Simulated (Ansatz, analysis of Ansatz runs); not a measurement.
# LaOF (R-3m), nudged elastic band: Na_i hop between interstitial places (q = 0), part 2 of 4

How high is the barrier when Na changes place in LaOF (R-3m)? The case: Na_i hop between interstitial places, charge 0, in a cell of 36 host atoms with 1 Na put in.

Ansatz 0.2.0; plane-wave PAW DFT, PBEsol; nudged elastic band between two relaxed defect structures.

So far: The structure; Relaxation of the start point, charge 0.

### Step 3. Relaxation of the end point, charge 0

Level of this step: plane-wave PAW DFT, PBEsol; relaxation of all atoms of a defect supercell (Ansatz).

The end point is relaxed in the same cell and settings, so that the two energies compare.

Contents of q0_M1.end/input.yaml:

```yaml
crystal:
  lattice:
    - [-4.01323029, 6.95111876, 0.0]
    - [-12.03969086, 0.0, 0.0]
    - [-2.00661514, 1.15851979, 6.68937331]
  atoms:
    - { symbol: La, position: [0.12912111, 0.08608074, 0.22527337] }
    - { symbol: La, position: [0.37087889, 0.2472526, 0.77472663] }
[... 2 atom lines left out ...]
    - { symbol: F, position: [0.06449263, 0.04299509, 0.6130442] }
    - { symbol: F, position: [0.43550737, 0.29033824, 0.3869558] }
[... 4 atom lines left out ...]
    - { symbol: F, position: [0.06449263, 0.37632842, 0.6130442] }
    - { symbol: F, position: [0.43550737, 0.62367158, 0.3869558] }
[... 7 atom lines left out ...]
    - { symbol: La, position: [0.87087889, 0.2472526, 0.77472663] }
[... 1 atom line left out ...]
    - { symbol: O, position: [0.8115528, 0.20770187, 0.13068319] }
[... 1 atom line left out ...]
    - { symbol: F, position: [0.93550737, 0.29033824, 0.3869558] }
    - { symbol: La, position: [0.62912111, 0.41941407, 0.22527337] }
[... 1 atom line left out ...]
    - { symbol: O, position: [0.6884472, 0.4589648, 0.86931681] }
    - { symbol: O, position: [0.8115528, 0.5410352, 0.13068319] }
    - { symbol: F, position: [0.56449263, 0.37632842, 0.6130442] }
[... 7 atom lines left out ...]
    - { symbol: Na, position: [0.75, 0.1667, 0.5] }
basis:
  ecutwfc: 420
  xc_grid: 2
hamiltonian:
  xc: pbesol
kpoints:
  mp_grid: { grid: [1, 1, 1] }
magnetization:
  spin_polarized: true
  initial_magnetization: 1
  spin_locking: { lock_magnetization: hard }
scf:
  occupations: { method: fixed }
  max_iter: 80
output:
  forces: true
relax:
  f_tol: 0.02
  max_steps: 70
  random_displacement: { amplitude: 0.03, seed: 3397 }
```

Command:

```
$ ansatz run input.yaml --threads 4 --pin off --max-ram 7536MiB --backend cpu --events-out ev --progress --plain --runs-dir out
```

Numbers of over 12 decimals in the logs are rounded to 6 here.

The program printed:

```text
[...]
Crystal: 37 atoms, lattice volume = 559.829 Å³
Basis set: ecut = 420 eV, 10937 PW (Γ), exchange–correlation on 108×162×96 points (8 copies of the dense FFT grid, shifted against one another)
Bands: 186, of which v1, the nominal top of the filled ones, is band 149 counted from 1 (148 counted from 0)
Symmetry: 1 space group operations
k-points: 1
[...]
Starting moments: Σ|m| = 1 μB on 37 of 37 sites
[...]
SCF iter   1: F=—  HF=-91923.014318 eV  |F-HF|=—  |Δ(HF+E_count)|=         —  Δρ=2.45e-1 (↑2.45e-1 ↓2.39e-1)  dr2=2.43e3  dr2_m=1.78e-1  M=1.000 μB ∫|m|=1.064 μB  β_m=0.30  ethr=3.10e-3  ⟨swp⟩=3.0  Hψ=1196  notcnv=0  defer=46
[...]
- { symbol: La, position: [0.870646, 0.250980, 0.787060] }
    - { symbol: O, position: [0.695286, 0.128973, 0.853974] }
    - { symbol: O, position: [0.806435, 0.208924, 0.141479] }
    - { symbol: F, position: [0.571603, 0.047082, 0.600567] }
    - { symbol: F, position: [0.929711, 0.288096, 0.392794] }
    - { symbol: La, position: [0.624603, 0.426960, 0.219743] }
    - { symbol: La, position: [0.872096, 0.581290, 0.772476] }
    - { symbol: O, position: [0.686980, 0.460486, 0.869794] }
    - { symbol: O, position: [0.810107, 0.542662, 0.131357] }
    - { symbol: F, position: [0.567602, 0.371588, 0.608935] }
    - { symbol: F, position: [0.935481, 0.622942, 0.390678] }
    - { symbol: La, position: [0.627569, 0.754799, 0.223952] }
    - { symbol: La, position: [0.870104, 0.907335, 0.784705] }
    - { symbol: O, position: [0.695999, 0.784526, 0.866571] }
    - { symbol: O, position: [0.820977, 0.868509, 0.134471] }
    - { symbol: F, position: [0.563798, 0.710027, 0.612194] }
    - { symbol: F, position: [0.932120, 0.961961, 0.390077] }
    - { symbol: Na, position: [0.753032, 0.164985, 0.494592] }
[key lines of the parts left out:]
SCF converged after 2 iterations
Magnetization: 1.0000 μB (149.0000 up, 148.0000 down)
Free energy (F): -91819.458086 eV
Fermi energy:    12.419416 (↑ 12.419416, ↓ 8.497969) eV
```

Run time: 29 s. Hardware: 4 threads of Intel Xeon 6975P-C (Granite Rapids), shared host; peak memory 1 GiB.

Step by step:

```csv
step,energy less that of the first step (eV),largest force component (eV/Å)
1,0.0000,1.5195
2,-0.6784,1.7244
3,-0.9572,0.8145
4,-0.4207,1.9912
5,-1.1592,0.4735
6,-0.9979,0.8329
7,-1.2280,0.1798
8,-1.2396,0.1161
9,-1.2450,0.0551
10,-1.2470,0.0198
11,-1.2470,0.0198
```

Relaxation steps 4, 6 were tried and not accepted.

The atoms that moved most (Å, from the sites as typed, ahead of the random displacement, the mean shift of all atoms taken out):

```csv
atom,dx,dy,dz,length
La19,0.124,-0.058,-0.111,0.176
La1,0.033,0.142,-0.054,0.156
O21,-0.038,0.028,-0.106,0.116
F23,-0.054,0.033,-0.087,0.108
La20,-0.070,0.011,0.079,0.106
O4,-0.073,-0.064,0.031,0.102
La32,0.061,0.004,0.063,0.088
O33,0.067,0.048,-0.022,0.085
```

Neighbours of Na37 at the end:

```csv
atom,distance (Å)
F36,2.345
F23,2.354
O22,2.363
F5,2.372
F24,2.376
F6,2.378
O21,2.405
F29,2.411
```

Read from the output:

| Item | Value |
| --- | --- |
| free energy | -91819.4581 eV |
| total moment | 1 μB |
| integral of the absolute spin density | 1.030 μB |
| spin contamination | 0.001443 |
| largest move from the ideal geometry of this structure, a common shift of the far atoms taken out | 0.1798 Å |

The relaxation gained 1.247 eV and ended with a largest force component of 0.020 eV/Å. The end lies within 1 meV of the start.

(Continued in part 3 of 4.)

[Logs are printed without paths, hosts, clocks, repeated set-up lines and the standing remarks that a program may print on its own settings, such as how far it seeks lower states.]

[Hosts, paths, dates, database ids (printed as entryN), source tags and the programs' standing remarks are cut or masked in the printed files.]
